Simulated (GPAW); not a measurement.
Wanted: an ASE script for a GPAW 26.7.0 run.

| Item | Value |
| --- | --- |
| Task | equation of state |
| Functional | r2SCAN |
| Dispersion | D3(BJ) |
| Potentials or basis | GPAW PAW data sets (gpaw-data 1.2.1) |
| Cutoff | 800 eV |
| Basis | pw |
| k mesh | 6 × 6 × 6 |
| Occupations | fermi-dirac, width 0.05 eV |
| Spin | no spin polarisation |
| Maxiter | 150 |
| Eos scales | [0.94, 0.96, 0.98, 1.0, 1.02, 1.04, 1.06] |

The structure of NaCl lies in POSCAR:

```
NaCl
1.0
    3.5021900000      0.0000000000      0.0000000000
    0.0000000000      3.5021900000      0.0000000000
    0.0000000000      0.0000000000      3.5021900000
Cl Na
1 1
Direct
    0.5000000000      0.5000000000      0.5000000000
    0.0000000000      0.0000000000      0.0000000000
```

Measurements of this composition are mostly on another form, of space group No. 225.

These files were run (other wordings do the same):

run.py

```python
from ase.calculators.mixing import SumCalculator
from ase.eos import EquationOfState
from ase.io import Trajectory, read
from ase.units import GPa
from dftd3.ase import DFTD3
from gpaw import GPAW, PW

atoms = read('POSCAR')

traj = Trajectory('eos.traj', 'w')
volumes, energies = [], []
for x in [0.94, 0.96, 0.98, 1.0, 1.02, 1.04, 1.06]:
    a = atoms.copy()
    a.set_cell(atoms.cell * x**(1 / 3), scale_atoms=True)
    calc = GPAW(mode=PW(800),
                xc='MGGA_X_R2SCAN+MGGA_C_R2SCAN',
                kpts={'size': (6, 6, 6), 'gamma': True},
                occupations={'name': 'fermi-dirac', 'width': 0.05},
                nbands=15,
                convergence={'density': 1e-05, 'energy': 1e-05},
                maxiter=150,
                txt=f'eos-{x:.2f}.txt')
    a.calc = SumCalculator([calc, DFTD3(method='r2scan', damping='d3bj')])
    energies.append(a.get_potential_energy())
    volumes.append(a.get_volume())
    p = -a.get_stress()[:3].mean() / GPa
    calc.write(f'eos-{x:.2f}.gpw')
    traj.write(a)
    print(f'{x:.2f} {volumes[-1]:10.4f} A^3 {energies[-1]:14.6f} eV {p:9.3f} GPa', flush=True)

v0, e0, B = EquationOfState(volumes, energies, eos='birchmurnaghan').fit()
print(f'V0 = {v0:.4f} A^3, E0 = {e0:.6f} eV, B0 = {B / GPa:.2f} GPa')
```

Potentials or basis: GPAW PAW data sets (gpaw-data 1.2.1), pw.

The run is started by

```console
$ OMP_NUM_THREADS=1 python run.py
```

It gave:

```json
{
 "Equilibrium volume": "20.16 Å³/atom (rough: see the caveat)",
 "Bulk modulus": "32 GPa (rough)"
}
```

Caveat: the minimum lies outside the volumes run; the PAW data sets were made with another functional, which shifts forces and pressure a little.

Wall time 2.6 min on 1 thread of Intel(R) Xeon(R) 6975P-C (Granite Rapids) (shared host), peak memory 0.54 GiB.
